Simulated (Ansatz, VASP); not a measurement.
## One calculation of PbS, two programs

Contents of INCAR:

```
SYSTEM = PbS
PREC     = Accurate       ! precision mode
ENCUT    = 520            ! plane-wave cutoff, eV
EDIFF    = 1E-7           ! SCF threshold, eV
ISMEAR   = -1             ! smearing method
SIGMA    = 0.05           ! smearing width, eV
LREAL    = .False.        ! projectors in reciprocal space
LASPH    = .True.         ! aspherical terms in the spheres
NELM     = 100            ! most SCF steps
ALGO     = Normal         ! electronic algorithm
ISIF     = 2              ! what is computed and relaxed
LWAVE    = .False.        ! write WAVECAR
LCHARG   = .True.         ! write CHGCAR
LELF     = .True.         ! ELF
LVHAR    = .True.       
NBANDS   = 17             ! bands
```

Contents of KPOINTS:

```
Automatic mesh
0
Gamma
  8 8 7
  0 0 0
```

Contents of POSCAR:

```
PbS
1.0
    4.0896976867      0.0000000000      0.0000000000
   -2.0448488433      3.5417820905      0.0000000000
    0.0000000000      0.0000000000      3.7881670000
Pb S
1 1
Direct
    0.0000000000      0.0000000000      0.0000000000
    0.6666666667      0.3333333333      0.5000000000
```

File input.yaml:

```yaml
crystal:
  lattice:
    - [4.0896976867, 0.0, 0.0]
    - [-2.0448488433, 3.5417820905, 0.0]
    - [0.0, 0.0, 3.788167]
  atoms:
    - { symbol: Pb, position: [0.0, 0.0, 0.0] }
    - { symbol: S, position: [0.6666666667, 0.3333333333, 0.5] }
kpoints:
  mp_grid: { grid: [8, 8, 7] }
scf:
  occupations: { method: fermi_dirac, width: 0.05 }
hamiltonian:
  xc: lda
  pseudopotentials: { kind: all_electron, lapw: { basis_error: 0.001 } }
output:
  forces: true
  stress: true
  eigenvalues: true
```

Alike in both runs: task single point; functional LDA; k mesh 8 × 8 × 7; occupations fermi-dirac, width 0.05 eV; no spin polarisation.

|  | VASP | Ansatz |
| --- | --- | --- |
| version | VASP 6.6.1 | Ansatz 0.2.0 |
| potentials or method | VASP PAW LDA potentials, release 64 (Pb_d, S) | all-electron LAPW, scalar-relativistic |
| plane-wave cutoff (eV) | 520 | see its input |

```csv
,VASP,Ansatz,Ansatz less VASP
gap on the k mesh at the Fermi level (eV),0.08,0.10,+0.017
least direct gap on the mesh (eV),1.56,1.56,+0.004
pressure (GPa),-4.4,-4.4,-0.01
largest component of the traceless stress (GPa),0.39,0.42,+0.030
```

Ansatz ran all-electron here, so the differences hold the error of VASP's frozen core and of both bases.

Caveats: spin-orbit coupling is left out, which as a rule narrows the gap of such compounds by several tenths of an eV; an odd mesh through Γ misses points on the zone boundary, where band edges often lie.
